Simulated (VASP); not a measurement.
Wanted: the native input for a VASP 6.6.1 run.

```yaml
Task: band structure
Functional: optPBE-vdW
Potentials_or_basis: VASP PAW PBE potentials, release 64 (Ir)
Cutoff: 500 eV
k_mesh: 12 × 12 × 12
Occupations: gaussian, width 0.01 eV
Spin: collinear spin, random start
Starting_moments: "[0.72] μB"
Fixed_moment: 4 μB
Further_INCAR_settings: ALGO = Fast; EDIFF = 1e-06; NBANDS = 14
```

Crystal: Ir.

```
CELL_PARAMETERS angstrom
0.00000 2.00695 2.00695
2.00695 0.00000 2.00695
2.00695 2.00695 0.00000
ATOMIC_POSITIONS crystal
Ir 0.00000 0.00000 0.00000
```

The cell isn't the ideal one: volume scaled by 1.15.

These files were run (other wordings do the same):

POSCAR

```
Ir
2.8383
    0.000000000000      0.707097244160      0.707097244160
    0.707097244160      0.000000000000      0.707097244160
    0.707097244160      0.707097244160      0.000000000000
Ir
1
Direct
    0.0000000000      0.0000000000      0.0000000000
```

INCAR.step1

```
PREC     = Accurate       # precision mode
ENCUT    = 500            # plane-wave cutoff, eV
EDIFF    = 1E-6           # SCF threshold, eV
ISMEAR   = 0              # smearing method
SIGMA    = 0.01           # smearing width, eV
LREAL    = False          # projectors in reciprocal space
LASPH    = True           # aspherical terms in the spheres
NELM     = 100            # most SCF steps
ALGO     = Fast           # electronic algorithm
ISIF     = 2              # what is computed and relaxed
LWAVE    = False          # write WAVECAR
LCHARG   = True           # write CHGCAR
ISPIN    = 2              # spin polarisation
MAGMOM   = 0.72           # initial moments
LORBIT   = 11             # projections on sites
NUPDOWN  = 4              # fixed moment
LMAXMIX  = 4              # l up to which the mixer works
GGA      = OR             # functional
LUSE_VDW = True         
AGGAC    = 0.0          
NBANDS   = 14             # bands
```

KPOINTS.step1

```
regular mesh
0
Gamma
  12 12 12
```

INCAR.step2

```
PREC     = Accurate       # precision mode
ENCUT    = 500            # plane-wave cutoff, eV
EDIFF    = 1E-6           # SCF threshold, eV
ISMEAR   = 0              # smearing method
SIGMA    = 0.05           # smearing width, eV
LREAL    = False          # projectors in reciprocal space
LASPH    = True           # aspherical terms in the spheres
NELM     = 100            # most SCF steps
ALGO     = Fast           # electronic algorithm
ISIF     = 2              # what is computed and relaxed
LWAVE    = False          # write WAVECAR
LCHARG   = False          # write CHGCAR
ISPIN    = 2              # spin polarisation
MAGMOM   = 0.72           # initial moments
LORBIT   = 11             # projections on sites
NUPDOWN  = 4              # fixed moment
LMAXMIX  = 4              # l up to which the mixer works
GGA      = OR             # functional
LUSE_VDW = True         
AGGAC    = 0.0          
NBANDS   = 14             # bands
ICHARG   = 11             # starting density
```

KPOINTS.step2

```
path GXWKGLUWLK,UX
10
line-mode
reciprocal
 0.0000000000  0.0000000000  0.0000000000  G
 0.5000000000  0.0000000000  0.5000000000  X

 0.5000000000  0.0000000000  0.5000000000  X
 0.5000000000  0.2500000000  0.7500000000  W

 0.5000000000  0.2500000000  0.7500000000  W
 0.3750000000  0.3750000000  0.7500000000  K

 0.3750000000  0.3750000000  0.7500000000  K
 0.0000000000  0.0000000000  0.0000000000  G

 0.0000000000  0.0000000000  0.0000000000  G
 0.5000000000  0.5000000000  0.5000000000  L

 0.5000000000  0.5000000000  0.5000000000  L
 0.6250000000  0.2500000000  0.6250000000  U

 0.6250000000  0.2500000000  0.6250000000  U
 0.5000000000  0.2500000000  0.7500000000  W

 0.5000000000  0.2500000000  0.7500000000  W
 0.5000000000  0.5000000000  0.5000000000  L

 0.5000000000  0.5000000000  0.5000000000  L
 0.3750000000  0.3750000000  0.7500000000  K

 0.6250000000  0.2500000000  0.6250000000  U
 0.5000000000  0.0000000000  0.5000000000  X
```

Potentials or basis: VASP PAW PBE potentials, release 64 (Ir).

The run is started by

```bash
$ cat potpaw_PBE.64/Ir/POTCAR > POTCAR
$ cp INCAR.step1 INCAR
$ cp KPOINTS.step1 KPOINTS
$ mpirun -np 1 vasp_std > vasp.out
$ cp INCAR.step2 INCAR
$ cp KPOINTS.step2 KPOINTS
$ mpirun -np 1 vasp_std > vasp.out
```

It gave:

* Net moment: 4.00 μB per cell

Caveat: the log is that of the step along the path at fixed density, whose energy, stress, charges and moments have no meaning; the moment is held away from its start; the total moment is fixed, so each spin has its own Fermi level.

It took 91 s on 1 thread of Intel(R) Xeon(R) Platinum 8559C (Emerald Rapids), with other jobs on the host, peak memory 0.28 GiB.
